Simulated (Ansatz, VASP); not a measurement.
## One calculation of SiC, two programs

POSCAR

```
SiC
1.0
    3.0752975745      0.0000000000      0.0000000000
   -1.5376487872      2.6632858237      0.0000000000
    0.0000000000      0.0000000000      5.0483410038
Si C
2 2
Direct
    0.3333333333      0.6666666667      0.4996013827
    0.6666666667      0.3333333333      0.9996013827
    0.3333333333      0.6666666667      0.8753986173
    0.6666666667      0.3333333333      0.3753986173
```

The input INCAR.step1:

```
SYSTEM = SiC
  PREC = Accurate
  ENCUT = 520
  ISMEAR = 0
  SIGMA = 0.02
  LREAL = .FALSE.
  LASPH = .TRUE.
  NELM = 80
  NBANDS = 16
  GGA = PE
  ALGO = Normal
  EDIFF = 1E-4
  LWAVE = .TRUE.
  LCHARG = .FALSE.
```

File INCAR.step2:

```
SYSTEM = SiC
  PREC = Accurate
  ENCUT = 520
  EDIFF = 1E-7
  ISMEAR = 0
  SIGMA = 0.02
  LREAL = .FALSE.
  LASPH = .TRUE.
  NELM = 80
  ALGO = Normal
  ISIF = 2
  LWAVE = .FALSE.
  LCHARG = .FALSE.
  METAGGA = R2SCAN
  LMIXTAU = .TRUE.
  NBANDS = 16
  ISTART = 1
```

KPOINTS

```
Automatic mesh
0
G
  12 12 6
  0 0 0
```

Input for Ansatz:

```yaml
crystal:
  lattice:
    - [3.0752975717, 0.0, 0.0]
    - [-1.5376487859, 2.6632858213, 0.0]
    - [0.0, 0.0, 5.0483409953]
  atoms:
    - { symbol: Si, position: [0.3333333333, 0.6666666667, 0.4996013826] }
    - { symbol: Si, position: [0.6666666667, 0.3333333333, 0.9996013826] }
    - { symbol: C, position: [0.3333333333, 0.6666666667, 0.8753986174] }
    - { symbol: C, position: [0.6666666667, 0.3333333333, 0.3753986174] }
basis:
  ecutwfc: 500
kpoints:
  mp_grid: { grid: [12, 12, 6] }
  band_path: { path: [VBM, CBM], npoints: 2 }
hamiltonian:
  xc: r2scan
scf:
  occupations: { method: gaussian, width: 0.02 }
output:
  forces: true
  stress: true
  eigenvalues: true
checkpoint:
  read: start.run
  write: ck
  compress: false
  write_wavefunctions: false
  write_every: 100000
```

Alike in both runs: task single point; functional r2SCAN; k mesh 12 × 12 × 6; occupations gaussian, width 0.02 eV; no spin polarisation.

|  | VASP | Ansatz |
| --- | --- | --- |
| version | VASP 6.6.1 | Ansatz 0.2.0 |
| potentials or method | VASP PAW PBE potentials, release 64 (Si, C) | scalar-relativistic, plane waves, PAW |
| plane-wave cutoff (eV) | 520 | 500 |
| valence electrons in the cell | 16 | 16 |

```tsv
	VASP	Ansatz	Ansatz less VASP
gap on the k mesh at the Fermi level (eV)	2.66	2.65	-0.007
least direct gap on the mesh (eV)	4.48	4.48	-0.009
pressure (GPa)	-0.2	0.0	+0.19
```

Caveats: the PAW data sets were made with another functional, which shifts forces and pressure a little (VASP). r2SCAN opens gaps a little over a GGA but as a rule still falls short of measured ones. A k mesh can miss the band edges.
